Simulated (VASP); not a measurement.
Input of a VASP 6.6.1 run:

The input INCAR:

```
  ALGO = Normal
  EDIFF = 1E-7
  EDIFFG = -0.005
  ENCUT = 600
  GGA = PE
  IBRION = 2
  ISIF = 3
  ISMEAR = 0
  IVDW = 12
  KPAR = 4
  LASPH = True
  LCHARG = False
  LREAL = False
  LWAVE = False
  NELM = 80
  NSW = 90
  PREC = Accurate
  SIGMA = 0.03
```

The input KPOINTS:

```
k-points
0
Gamma
  9 9 5
```

The input POSCAR:

```
SnS2                                    
1.0
    3.6672149153     -0.0000000000      0.0000000000
   -1.8336074576      3.1759012778      0.0000000000
    0.0000000000      0.0000000000      5.8130287274
  Sn              S             
     1     2
Direct
     0.0000000000000000    0.0000000000000000    0.0000000000000000
     0.3333333332999970    0.6666666667000030    0.2543667571841926
     0.6666666667000030    0.3333333332999970    0.7456332428158073
```

Potentials or basis: VASP PAW PBE potentials, release 64 (Sn_d, S).

Launch:

```bash
$ cat potpaw_PBE.64/Sn_d/POTCAR potpaw_PBE.64/S/POTCAR > POTCAR
$ mpirun -np 4 vasp_std > vasp.out
```

Question: Predict the band gap on the k mesh.

Answer: 1.31 eV, indirect (least direct gap 1.75 eV).

Question: Predict the relaxed volume.

Answer: 22.56 Å³/atom.

Question: Predict the space group after relaxing (to 0.05 Å).

Answer: P-3m1 (No. 164).

Question: Predict the relaxed cell.

Answer: a = 3.667 Å, b = 3.667 Å, c = 5.811 Å, α = 90.00°, β = 90.00°, γ = 120.00°.

Forces in eV/Å, atoms in the order of the input:
```
Sn   0.000  0.000  0.000
S    0.000  0.000  0.005
S    0.000  0.000 -0.005
```

Caveat: spin-orbit coupling is left out, which moves the levels of the heavy elements; an odd mesh through Γ misses points on the zone boundary, where band edges often lie.
